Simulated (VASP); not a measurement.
# CdS (Hawleyite) (F-43m) in VASP: further runs, part 3 of 3

VASP 6.6.1.

## (5) Berry-phase polarisation, r2SCAN+rVV10

This run uses another cell than the first one: it holds 8 atoms, not 2.

INCAR reads:

```
ALGO = Normal
BPARAM = 11.95
CPARAM = 0.0093
EDIFF = 1E-7
ENCUT = 520
ISIF = 2
ISMEAR = 0
IVDW_NL = 2
LASPH = T
LCALCPOL = T
LCHARG = F
LMIXTAU = T
LREAL = F
LUSE_VDW = T
LWAVE = F
METAGGA = R2SCAN
NELM = 80
PREC = Accurate
SIGMA = 0.05
```

CdS.cif reads:

```cif
data_CdS
_cell_length_a 5.83300000
_cell_length_b 5.83300000
_cell_length_c 5.83300000
_cell_angle_alpha 90.00000000
_cell_angle_beta 90.00000000
_cell_angle_gamma 90.00000000
_space_group_name_H-M_alt 'F-43m'
_space_group_name_Hall 'F -4 2 3'
_space_group_IT_number 216
loop_
_space_group_symop_operation_xyz
'x,y,z'
'y,-x,-z'
'-x,-y,z'
'-y,x,-z'
'x,-y,-z'
'y,x,z'
'-x,y,-z'
'-y,-x,z'
'z,x,y'
'-z,y,-x'
'z,-x,-y'
'-z,-y,x'
'-z,x,-y'
'z,y,x'
'-z,-x,y'
'z,-y,-x'
'y,z,x'
'-x,-z,y'
'-y,z,-x'
'x,-z,-y'
'-y,-z,x'
'x,z,y'
'y,-z,-x'
'-x,z,-y'
'x,y+1/2,z+1/2'
'y,-x+1/2,-z+1/2'
'-x,-y+1/2,z+1/2'
'-y,x+1/2,-z+1/2'
'x,-y+1/2,-z+1/2'
'y,x+1/2,z+1/2'
'-x,y+1/2,-z+1/2'
'-y,-x+1/2,z+1/2'
'z,x+1/2,y+1/2'
'-z,y+1/2,-x+1/2'
'z,-x+1/2,-y+1/2'
'-z,-y+1/2,x+1/2'
'-z,x+1/2,-y+1/2'
'z,y+1/2,x+1/2'
'-z,-x+1/2,y+1/2'
'z,-y+1/2,-x+1/2'
'y,z+1/2,x+1/2'
'-x,-z+1/2,y+1/2'
'-y,z+1/2,-x+1/2'
'x,-z+1/2,-y+1/2'
'-y,-z+1/2,x+1/2'
'x,z+1/2,y+1/2'
'y,-z+1/2,-x+1/2'
'-x,z+1/2,-y+1/2'
'x+1/2,y,z+1/2'
'y+1/2,-x,-z+1/2'
'-x+1/2,-y,z+1/2'
'-y+1/2,x,-z+1/2'
'x+1/2,-y,-z+1/2'
'y+1/2,x,z+1/2'
'-x+1/2,y,-z+1/2'
'-y+1/2,-x,z+1/2'
'z+1/2,x,y+1/2'
'-z+1/2,y,-x+1/2'
'z+1/2,-x,-y+1/2'
'-z+1/2,-y,x+1/2'
'-z+1/2,x,-y+1/2'
'z+1/2,y,x+1/2'
'-z+1/2,-x,y+1/2'
'z+1/2,-y,-x+1/2'
'y+1/2,z,x+1/2'
'-x+1/2,-z,y+1/2'
'-y+1/2,z,-x+1/2'
'x+1/2,-z,-y+1/2'
'-y+1/2,-z,x+1/2'
'x+1/2,z,y+1/2'
'y+1/2,-z,-x+1/2'
'-x+1/2,z,-y+1/2'
'x+1/2,y+1/2,z'
'y+1/2,-x+1/2,-z'
'-x+1/2,-y+1/2,z'
'-y+1/2,x+1/2,-z'
'x+1/2,-y+1/2,-z'
'y+1/2,x+1/2,z'
'-x+1/2,y+1/2,-z'
'-y+1/2,-x+1/2,z'
'z+1/2,x+1/2,y'
'-z+1/2,y+1/2,-x'
'z+1/2,-x+1/2,-y'
'-z+1/2,-y+1/2,x'
'-z+1/2,x+1/2,-y'
'z+1/2,y+1/2,x'
'-z+1/2,-x+1/2,y'
'z+1/2,-y+1/2,-x'
'y+1/2,z+1/2,x'
'-x+1/2,-z+1/2,y'
'-y+1/2,z+1/2,-x'
'x+1/2,-z+1/2,-y'
'-y+1/2,-z+1/2,x'
'x+1/2,z+1/2,y'
'y+1/2,-z+1/2,-x'
'-x+1/2,z+1/2,-y'
loop_
_atom_site_label
_atom_site_type_symbol
_atom_site_symmetry_multiplicity
_atom_site_Wyckoff_symbol
_atom_site_fract_x
_atom_site_fract_y
_atom_site_fract_z
_atom_site_occupancy
Cd1 Cd 4 a 0.0000000000 0.0000000000 0.0000000000 1
S1 S 4 c 0.2500000000 0.2500000000 0.2500000000 1
```

KPOINTS reads:

```
k-points
0
Gamma
  5 5 5
```

POSCAR reads:

```
Cd S 
 1.0000000000000000
     5.8330000000000002    0.0000000000000000    0.0000000000000000
     0.0000000000000000    5.8330000000000002    0.0000000000000000
     0.0000000000000000    0.0000000000000000    5.8330000000000002
 Cd  S  
   4   4
Cartesian
  0.0000000000000000  0.0000000000000000  0.0000000000000000
  0.0000000000000000  2.9165000000000001  2.9165000000000001
  2.9165000000000001  0.0000000000000000  2.9165000000000001
  2.9165000000000001  2.9165000000000001  0.0000000000000000
  1.4582500000000000  1.4582500000000000  1.4582500000000000
  1.4582500000000000  4.3747500000000006  4.3747500000000006
  4.3747500000000006  4.3747500000000006  1.4582500000000000
  4.3747500000000006  1.4582500000000000  4.3747500000000006
```

Potentials or basis: VASP PAW PBE potentials, release 64 (Cd, S).

On the command line:

```
ase convert -i cif -o vasp CdS.cif POSCAR
cat potpaw_PBE.64/Cd/POTCAR potpaw_PBE.64/S/POTCAR > POTCAR
mpirun -np 1 vasp_std > vasp.out
```

OUTCAR:

```text
BPARAM = 11.95
   EDIFF = 1E-7
   ENCUT = 520
   ISIF = 2
   ISMEAR = 0
   IVDW_NL = 2
   LASPH = T
   LREAL = F
   METAGGA = R2SCAN
   NELM = 80
   PREC = Accurate

 ion  position               nearest neighbor table
   1  0.000  0.000  0.000-   5 2.53   6 2.53   7 2.53   8 2.53
   2  0.000  0.500  0.500-   5 2.53   6 2.53   7 2.53   8 2.53
   3  0.500  0.000  0.500-   5 2.53   6 2.53   7 2.53   8 2.53
   4  0.500  0.500  0.000-   5 2.53   6 2.53   7 2.53   8 2.53
   5  0.250  0.250  0.250-   1 2.53   2 2.53   3 2.53   4 2.53
   6  0.250  0.750  0.750-   1 2.53   2 2.53   3 2.53   4 2.53
   7  0.750  0.750  0.250-   1 2.53   2 2.53   3 2.53   4 2.53
   8  0.750  0.250  0.750-   1 2.53   2 2.53   3 2.53   4 2.53

  LATTYP: Found a simple cubic cell.
 ALAT       =     5.8330000000

  Lattice vectors:

 A1 = (   5.8330000000,   0.0000000000,   0.0000000000)
 A2 = (   0.0000000000,   5.8330000000,   0.0000000000)
 A3 = (   0.0000000000,   0.0000000000,   5.8330000000)

[... 191 lines left out ...]
 k-point     1 :       0.0000    0.0000    0.0000
  band No.  band energies     occupation
      1     -11.8478      2.00000
      2     -11.2799      2.00000
      3     -11.2799      2.00000
      4     -11.2799      2.00000
      5      -6.9179      2.00000
      6      -6.9179      2.00000
[... 449 lines left out ...]
     42       7.8358      0.00000
     43       7.8358      0.00000

------------------------ aborting loop because EDIFF is reached ----------------------------------------

            Ionic dipole moment: p[ion]=(   -69.99600   -69.99600   -69.99600 ) |e| Angst

 Total electronic dipole moment: p[elc]=(     0.00000    -0.00000     0.00000 ) |e| Angst

  FORCE on cell =-STRESS in cart. coord.  units (eV):
  Direction    XX          YY          ZZ          XY          YZ          ZX
  --------------------------------------------------------------------------------------
  -------------------------------------------------------------------------------------
  Total        1.2292077      1.2292077      1.2292077      0.0000000     -0.0000000      0.0000000
  in kB        9.9233866      9.9233866      9.9233866      0.0000000     -0.0000000      0.0000000
  external PRESSURE =       9.9233866 kB  Pullay stress =       0.0000000 kB

 VOLUME and BASIS-vectors are now :
 -----------------------------------------------------------------------------
  energy-cutoff  :      520.00
  volume of cell :      198.46
      direct lattice vectors                 reciprocal lattice vectors
     5.833000000  0.000000000  0.000000000     0.171438368  0.000000000  0.000000000
     0.000000000  5.833000000  0.000000000     0.000000000  0.171438368  0.000000000
     0.000000000  0.000000000  5.833000000     0.000000000  0.000000000  0.171438368

 POSITION                                       TOTAL-FORCE (eV/Angst)
 -----------------------------------------------------------------------------------
      0.00000      0.00000      0.00000        -0.000000     -0.000000      0.000000
      0.00000      2.91650      2.91650         0.000000     -0.000000     -0.000000
      2.91650      0.00000      2.91650        -0.000000      0.000000      0.000000
      2.91650      2.91650      0.00000         0.000000     -0.000000      0.000000
      1.45825      1.45825      1.45825         0.000000      0.000000     -0.000000
      1.45825      4.37475      4.37475         0.000000      0.000000     -0.000000
      4.37475      4.37475      1.45825         0.000000     -0.000000     -0.000000
      4.37475      1.45825      4.37475         0.000000      0.000000      0.000000
 -----------------------------------------------------------------------------------
    total drift:                                0.000000      0.000000     -0.000000

  FREE ENERGIE OF THE ION-ELECTRON SYSTEM (eV)
  ---------------------------------------------------
  free  energy   TOTEN  =      -116.4648026615 eV

  energy  without entropy=     -116.4648026615  energy(sigma->0) =     -116.46480266
```

OSZICAR:

```text
N       E                     dE             d eps       ncg     rms          rms(c)
DAV:   1     0.434450370651E+03    0.43445E+03   -0.35866E+04   860   0.157E+03
DAV:   2    -0.101721669619E+03   -0.53617E+03   -0.52534E+03   965   0.385E+02
DAV:   3    -0.136677721621E+03   -0.34956E+02   -0.34727E+02  1002   0.971E+01
DAV:   4    -0.137195508303E+03   -0.51779E+00   -0.51717E+00   975   0.112E+01
[... 16 lines left out ...]
DAV:  21    -0.116464768759E+03    0.20928E-04   -0.23196E-05   878   0.224E-02    0.191E-02
DAV:  22    -0.116464797792E+03   -0.29033E-04   -0.29031E-05   869   0.326E-02    0.233E-02
DAV:  23    -0.116464801946E+03   -0.41533E-05   -0.21268E-06   903   0.101E-02    0.318E-03
DAV:  24    -0.116464802709E+03   -0.76293E-06   -0.38380E-07   659   0.436E-03    0.318E-03
DAV:  25    -0.116464802662E+03    0.47203E-07   -0.39590E-07   644   0.461E-03
   1 F= -.11646480E+03 E0= -.11646480E+03  d E =-.181520E-10
```

Run time: 10 min. Hardware: 1 thread of Intel Xeon Platinum 8488C (Sapphire Rapids), shared host; peak memory 0.8 GiB.

Dipole moments of the cell (e·Å, modulo the quantum): ionic -69.996, -69.996, -69.996; electronic 0.000, 0.000, 0.000

Caveat: the PAW data sets were made with another functional, which shifts forces and pressure a little.

## (6) Density of states, vdW-DF2 (atoms moved at random, drawn with an rms of 0.15 Å)

POSCAR reads:

```
CdS
4.1246
    0.000000000000      0.707098870193      0.707098870193
    0.707098870193      0.000000000000      0.707098870193
    0.707098870193      0.707098870193      0.000000000000
Cd S
1 1
Direct
   -0.0020470000      0.0035300000     -0.0077670000
    0.7520700000      0.7766600000      0.7734250000
```

INCAR.step1 reads:

```
AGGAC    = 0.0          
ALGO     = Fast           # electronic algorithm
EDIFF    = 1E-6           # SCF threshold, eV
ENCUT    = 520            # plane-wave cutoff, eV
GGA      = ML             # functional
ISIF     = 2              # what is computed and relaxed
ISMEAR   = -5             # smearing method
LASPH    = T              # aspherical terms in the spheres
LCHARG   = T              # write CHGCAR
LREAL    = F              # projectors in reciprocal space
LUSE_VDW = T            
LWAVE    = F              # write WAVECAR
NBANDS   = 16             # bands
NELM     = 100            # most SCF steps
PREC     = Accurate       # precision mode
SIGMA    = 0.05           # smearing width, eV
ZAB_VDW  = -1.8867
```

KPOINTS.step1 reads:

```
k-points
0
Gamma
  8 8 8
```

INCAR.step2 reads:

```
AGGAC    = 0.0          
ALGO     = Fast           # electronic algorithm
EDIFF    = 1E-6           # SCF threshold, eV
ENCUT    = 520            # plane-wave cutoff, eV
GGA      = ML             # functional
ICHARG   = 11             # starting density
ISIF     = 2              # what is computed and relaxed
ISMEAR   = -5             # smearing method
LASPH    = T              # aspherical terms in the spheres
LCHARG   = F              # write CHGCAR
LORBIT   = 10             # projections on sites
LREAL    = F              # projectors in reciprocal space
LUSE_VDW = T            
LWAVE    = F              # write WAVECAR
NBANDS   = 16             # bands
NEDOS    = 2001           # points of the DOS
NELM     = 100            # most SCF steps
PREC     = Accurate       # precision mode
SIGMA    = 0.05           # smearing width, eV
ZAB_VDW  = -1.8867
```

KPOINTS.step2 reads:

```
k-points
0
Gamma
  12 12 12
```

Potentials or basis: VASP PAW PBE potentials, release 64 (Cd, S).

On the command line:

```
cat potpaw_PBE.64/Cd/POTCAR potpaw_PBE.64/S/POTCAR > POTCAR
cp INCAR.step1 INCAR
cp KPOINTS.step1 KPOINTS
mpirun -np 1 vasp_std > vasp.out
cp INCAR.step2 INCAR
cp KPOINTS.step2 KPOINTS
mpirun -np 1 vasp_std > vasp.out
```

OUTCAR:

```text
EDIFF = 1E-6
   ENCUT = 520
   GGA = ML
   ICHARG = 11
   ISIF = 2
   ISMEAR = -5
   LASPH = T
   LORBIT = 10
   LREAL = F
   NELM = 100
   PREC = Accurate

 ion  position               nearest neighbor table
   1  0.998  0.004  0.992-   2 2.33   2 2.55   2 2.61   2 2.64
   2  0.752  0.777  0.773-   1 2.33   1 2.55   1 2.61   1 2.64

  LATTYP: Found a face centered cubic cell.
 ALAT       =     5.8330000000

  Lattice vectors:

 A1 = (   0.0000000000,   2.9165000000,   2.9165000000)
 A2 = (   2.9165000000,   0.0000000000,   2.9165000000)
 A3 = (   2.9165000000,   2.9165000000,   0.0000000000)

Analysis of symmetry for initial positions (statically):
[... 650 lines left out ...]
  in kB       84.1050582     89.8034612     91.6348011     35.3541985     52.9509634     39.9481694
  external PRESSURE =      88.5144402 kB  Pullay stress =       0.0000000 kB

 VOLUME and BASIS-vectors are now :
 -----------------------------------------------------------------------------
  energy-cutoff  :      520.00
  volume of cell :       49.62
      direct lattice vectors                 reciprocal lattice vectors
     0.000000000  2.916500000  2.916500000    -0.171438368  0.171438368  0.171438368
     2.916500000  0.000000000  2.916500000     0.171438368 -0.171438368  0.171438368
     2.916500000  2.916500000  0.000000000     0.171438368  0.171438368 -0.171438368

 POSITION                                       TOTAL-FORCE (eV/Angst)
 -----------------------------------------------------------------------------------
      2.90414      5.80438      2.92083         1.144539      0.945083      0.885744
      4.52082      4.44911      4.45854        -1.144539     -0.945083     -0.885744
 -----------------------------------------------------------------------------------
    total drift:                               -0.000006      0.000341      0.000064

  FREE ENERGIE OF THE ION-ELECTRON SYSTEM (eV)
  ---------------------------------------------------
  free  energy   TOTEN  =        -0.7761187007 eV

  energy  without entropy=       -0.7761187007  energy(sigma->0) =       -0.77611870

Total vdW correction in eV:      3.3963684

 total charge

# of ion       s       p       d       tot
------------------------------------------
    1        0.446   0.332   9.563  10.341
    2        1.346   2.445   0.000   3.791
--------------------------------------------------
tot          1.792   2.777   9.563  14.132
```

OSZICAR.step1:

```text
N       E                     dE             d eps       ncg     rms          rms(c)
DAV:   1     0.114870746323E+03    0.11487E+03   -0.90605E+03  8520   0.103E+03
DAV:   2     0.284264674899E+01   -0.11203E+03   -0.10619E+03 10120   0.254E+02
DAV:   3    -0.151049081902E+01   -0.43531E+01   -0.43448E+01 10504   0.522E+01
DAV:   4    -0.153785471463E+01   -0.27364E-01   -0.27361E-01 10632   0.407E+00
DAV:   5    -0.153823621637E+01   -0.38150E-03   -0.38150E-03 10464   0.458E-01    0.815E+00
RMM:   6    -0.799621071957E+00    0.73862E+00   -0.10142E+00  8426   0.559E+00    0.659E+00
RMM:   7    -0.777278568856E+00    0.22343E-01   -0.19157E-01  8797   0.250E+00    0.321E+00
RMM:   8    -0.774946726844E+00    0.23318E-02   -0.14256E-02  9674   0.950E-01    0.102E+00
RMM:   9    -0.775057244560E+00   -0.11052E-03   -0.27571E-03  9767   0.460E-01    0.141E-01
RMM:  10    -0.775060066906E+00   -0.28223E-05   -0.51935E-04  9950   0.160E-01    0.452E-02
RMM:  11    -0.775090441596E+00   -0.30375E-04   -0.14492E-04  9531   0.103E-01    0.222E-02
RMM:  12    -0.775092242072E+00   -0.18005E-05   -0.35479E-05 10256   0.463E-02    0.514E-03
RMM:  13    -0.775092779305E+00   -0.53723E-06   -0.69688E-06  8596   0.205E-02
   1 F= -.77509278E+00 E0= -.77509278E+00  d E =0.000000E+00
```

Wall time 5.8 min (1 thread of Intel Xeon Platinum 8488C (Sapphire Rapids), shared host); peak memory 0.92 GiB.

Results:

```yaml
Valence_electrons_inside_the_program's_atomic_spheres: Cd 10.34; S 3.79
```

States per cell in windows of 1 eV (zero at the valence-band top; states under -8 eV left out):
```tsv
from (eV)	total	Cd1_d	S2_p	Cd1_p	Cd1_s	S2_s	S2_d
-8.0	9.62	8.72	0.16	0.01	0.02	0.05	0.00
-7.0	0.67	0.58	0.00	0.00	0.00	0.04	0.00
-6.0	0.00	0.00	0.00	0.00	0.00	0.00	0.00
-5.0	0.30	0.01	0.08	0.01	0.06	0.00	0.00
-4.0	1.32	0.08	0.36	0.02	0.25	0.02	0.00
-3.0	1.03	0.06	0.36	0.07	0.05	0.02	0.00
-2.0	2.26	0.14	0.96	0.15	0.03	0.01	0.00
-1.0	1.10	0.09	0.53	0.05	0.01	0.00	0.00
0.0	0.00	0.00	0.00	0.00	0.00	0.00	0.00
1.0	0.03	0.00	0.00	0.00	0.01	0.00	0.00
2.0	0.20	0.00	0.03	0.01	0.04	0.02	0.00
3.0	0.90	0.02	0.12	0.05	0.16	0.07	0.00
4.0	1.20	0.03	0.17	0.07	0.22	0.04	0.00
5.0	1.29	0.04	0.18	0.13	0.10	0.00	0.00
6.0	1.08	0.03	0.10	0.18	0.02	0.01	0.00
7.0	1.94	0.06	0.19	0.28	0.03	0.02	0.00
```

Caveat: the PAW data sets were made with another functional, which shifts forces and pressure a little.

## (7) For comparison

An earlier run on the cell as given: functional PBE; potentials or basis VASP PAW PBE potentials, release 64 (Cd, S); cutoff 520 eV; k mesh 8 × 8 × 8; occupations fermi-dirac, width 0.05 eV; no spin polarisation.

* Pressure: 3.2 GPa
* Band gap on the k mesh: 1.15 eV, direct
